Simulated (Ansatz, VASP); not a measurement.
Two plane-wave programs on BN

```
CELL_PARAMETERS angstrom
2.52333 0.00000 0.00000
-1.26166 2.18527 0.00000
0.00000 0.00000 4.17522
ATOMIC_POSITIONS crystal
B 0.66667 0.33333 0.99971
B 0.33333 0.66667 0.49971
N 0.66667 0.33333 0.62529
N 0.33333 0.66667 0.12529
```

Measurements of this composition are mostly on another form, of space group No. 194.

Alike in both runs: task single point; functional LDA; k mesh 12 × 12 × 6; occupations gaussian, width 0.05 eV; no spin polarisation.

```csv
,VASP,Ansatz
version,VASP 6.6.1,Ansatz 0.2.0
potentials or method,"VASP PAW LDA potentials, release 64 (B, N)","scalar-relativistic, plane waves, PAW"
plane-wave cutoff (eV),520,520
valence electrons in the cell,16,16
```

```tsv
	VASP	Ansatz	Ansatz less VASP
gap on the k mesh at the Fermi level (eV)	4.91	4.93	+0.026
least direct gap on the mesh (eV)	8.28	8.29	+0.012
pressure (GPa)	0.9	0.0	-0.93
```

A k mesh can miss the band edges.
